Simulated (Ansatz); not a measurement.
Crystal: SnO2.

```
CELL_PARAMETERS angstrom
0.00000 2.57415 2.57415
2.57415 0.00000 2.57415
2.57415 2.57415 0.00000
ATOMIC_POSITIONS crystal
Sn 0.00000 0.00000 0.00000
O 0.75000 0.75000 0.75000
O 0.25000 0.25000 0.25000
```

Measurements of this composition are mostly on another form, of space group No. 136.

Base run:

```yaml
Program: Ansatz 0.2.0
Functional: RPBE
Potentials_or_basis: Ansatz PAW
Cutoff: "420 eV (not typed: the program's choice for these potentials)"
k_mesh: 9 × 9 × 9
Occupations: fermi-dirac, width 0.05 eV
Spin: no spin polarisation
```

Its results: band gap on the k mesh none (metal or under the smearing width); pressure 3.7 GPa.

Task: The run is repeated on the same cell with these changes: functional from RPBE to r2SCAN; cutoff from 420 eV (not typed: the program's choice for these potentials) to 500 eV (not typed: the program's choice for these potentials). What comes out?

Result: Band gap on the k mesh 0.43 eV, indirect (least direct gap 1.68 eV); pressure -9.7 GPa.

r2SCAN gives the wider gap, since meta-GGAs in the generalised Kohn-Sham scheme recover part of the derivative discontinuity.

Caveats: spin-orbit coupling is left out, which moves the levels of the heavy elements; the PAW data sets come from PBE, with cores solved anew for the run's functional, which leaves a small shift of forces and pressure; the k mesh misses the band edges, so the gap on the mesh is wider than the one along the path (some runs).
